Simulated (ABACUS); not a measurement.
# HgTe (Coloradoite) under changes of volume

One of the cells (33.215 Å³/atom); the others are scaled copies at fixed shape and fractional positions:

```
Hg Te
1.0
     0.00000    3.21450    3.21450
     3.21450    0.00000    3.21450
     3.21450    3.21450    0.00000
Hg Te
1 1
Direct
  0.00000 0.00000 0.00000
  0.75000 0.75000 0.75000
```

| Quantity | Value |
| --- | --- |
| Program | ABACUS 3.10.1 |
| Functional | PBEsol |
| Potentials or basis | PseudoDojo NC SR 0.4.1 PBEsol standard |
| Cutoff | 1129 eV |
| Density cutoff | 4517 eV |
| Basis | plane waves |
| k mesh | 7 × 7 × 7 |
| Occupations | fermi-dirac, width 0.05 eV |
| Spin | no spin polarisation |

```tsv
volume (Å³/atom)	energy over the lowest point (meV/atom)	pressure (GPa)
31.223	?	?
31.887	31.82	4.1
32.551	17.18	2.9
33.215	7.34	1.8
33.880	1.77	0.9
34.544	0.00	0.0
35.208	1.59	-0.8
```

Task: What does the run at 31.223 Å³/atom give?

Result: Energy over the lowest point 51.89 meV/atom; pressure 5.5 GPa.

Worked out: A Birch-Murnaghan fit of order 3 (a polynomial in V^(-2/3)) to the other rows has its minimum at 34.55 Å³/atom with B0 = V·E''(V) = 42 GPa and B' = 5.2. It gives 51.88 meV/atom at 31.223 Å³/atom, against the run's 51.89, and -dE/dV = 5.5 GPa, against 5.5.

Energies are extrapolated to zero smearing.
